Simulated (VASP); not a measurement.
A run of VASP 6.6.1:

Contents of INCAR:

```
SYSTEM = Nb
PREC = Accurate
ENCUT = 600
EDIFF = 1E-6
ISMEAR = 1
SIGMA = 0.1
LREAL = .FALSE.
LASPH = .TRUE.
NELM = 80
ALGO = Fast
ISIF = 3
LWAVE = .FALSE.
LCHARG = .FALSE.
GGA = PE
IBRION = 2
NSW = 40
EDIFFG = -0.01
```

File KPOINTS:

```
Automatic mesh
0
G
  14 14 14
  0 0 0
```

File POSCAR:

```
Nb
1.0
   -1.6550000000      1.6550000000      1.6550000000
    1.6550000000     -1.6550000000      1.6550000000
    1.6550000000      1.6550000000     -1.6550000000
Nb
1
Direct
    0.0000000000      0.0000000000      0.0000000000
```

Potentials or basis: VASP PAW PBE potentials, release 64 (Nb_sv).

The run is started by

```console
$ cat potpaw_PBE.64/Nb_sv/POTCAR > POTCAR
$ mpirun -np 1 vasp_std > vasp.out
```

Hardware: 1 thread of Intel(R) Xeon(R) Platinum 8488C (Sapphire Rapids), on a shared host.

**Question.** How long does it take, and how much memory?

**Answer.** Run time: 21 s on 1 thread of Intel(R) Xeon(R) Platinum 8488C (Sapphire Rapids), with other jobs on the host, peak memory 0.15 GiB. Counts: scf iterations 23, k points 104, ion steps 1.
